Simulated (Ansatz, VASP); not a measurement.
# Two plane-wave programs on TiB2

```
Ti B
1.0
     3.02920    0.00000    0.00000
    -1.51460    2.62336    0.00000
     0.00000    0.00000    3.16383
Ti B
1 2
Direct
  0.00000 0.00000 0.00000
  0.33333 0.66667 0.50000
  0.66667 0.33333 0.50000
```

Change from the starting cell: zz strain of -2 %, PAW files.

Alike in both runs: task electric field gradients; functional PBEsol; k mesh 15 × 15 × 13; occupations fermi-dirac, width 0.08 eV; no spin polarisation.

```csv
,VASP,Ansatz
version,VASP 6.6.1,Ansatz 0.2.0
potentials or method,"VASP PAW PBE potentials, release 64 (Ti_sv, B)","PAW with Ansatz's default frozen-core files, scalar-relativistic"
plane-wave cutoff (eV),520,420
valence electrons in the cell,18,18
```

Ansatz gave:

- pressure (GPa): -0.7
- largest component of the traceless stress (GPa): 2.96
- Vzz of the field gradient on the site that differs most (V/Å²): 17.7

Q: Estimate VASP's values.

A: Pressure (GPa): -0.3; largest component of the traceless stress (GPa): 2.87; Vzz of the field gradient on the site that differs most (V/Å²): 15.8.

Caveats: the PAW data sets were made with another functional, which shifts forces and pressure a little (VASP).
